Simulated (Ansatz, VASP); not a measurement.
Two plane-wave programs on CsH

Contents of INCAR:

```
SYSTEM = CsH
PREC = Accurate ; ENCUT = 520
EDIFF = 1E-6 ; ISMEAR = 0
SIGMA = 0.05 ; LREAL = .FALSE.
LASPH = .TRUE. ; NELM = 60
ALGO = Normal ; ISIF = 2
LWAVE = .FALSE. ; LCHARG = .FALSE.
NBANDS = 12
```

The input KPOINTS:

```
regular mesh
0
G
  8 8 8
  0 0 0
```

POSCAR

```
CsH
1.0
    3.8184085400      0.0000000000      0.0000000000
    0.0000000000      3.8184085400      0.0000000000
    0.0000000000      0.0000000000      3.5893040276
Cs H
1 1
Direct
    0.0000000000      0.0000000000      0.0000000000
    0.5000000000      0.5000000000      0.5000000000
```

Input for Ansatz:

```yaml
crystal:
  lattice:
    - [3.81840854, 0.0, 0.0]
    - [0.0, 3.81840854, 0.0]
    - [0.0, 0.0, 3.5893040276]
  atoms:
    - { symbol: Cs, position: [0.0, 0.0, 0.0] }
    - { symbol: H, position: [0.5, 0.5, 0.5] }
basis:
  ecutwfc: 420
kpoints:
  mp_grid: { grid: [8, 8, 8] }
hamiltonian:
  xc: lda
scf:
  occupations: { method: gaussian, width: 0.05 }
output:
  forces: true
  stress: true
  eigenvalues: true
```

Change from the starting cell: strain -0.0600 x Voigt [0, 0, 1, 0, 0, 0], atoms carried along.

Alike in both runs: task single point; functional LDA; k mesh 8 × 8 × 8; occupations gaussian, width 0.05 eV; no spin polarisation.

|  | VASP | Ansatz |
| --- | --- | --- |
| version | VASP 6.6.1 | Ansatz 0.2.0 |
| potentials or method | VASP PAW LDA potentials, release 64 (Cs_sv, H) | scalar-relativistic, plane waves, PAW |
| plane-wave cutoff (eV) | 520 | 420 |
| valence electrons in the cell | 10 | 10 |

VASP gave:

```
gap on the k mesh at the Fermi level (eV)       : 2.24
least direct gap on the mesh (eV)               : 2.24
pressure (GPa)                                  : -1.1
largest component of the traceless stress (GPa) : 1.84
```

Q: What did Ansatz give for the same quantities?

A: gap on the k mesh at the Fermi level (eV): 2.30; least direct gap on the mesh (eV): 2.30; pressure (GPa): -1.2; largest component of the traceless stress (GPa): 1.82.

Caveats: spin-orbit coupling is left out, which moves the levels of the heavy elements. A k mesh can miss the band edges.
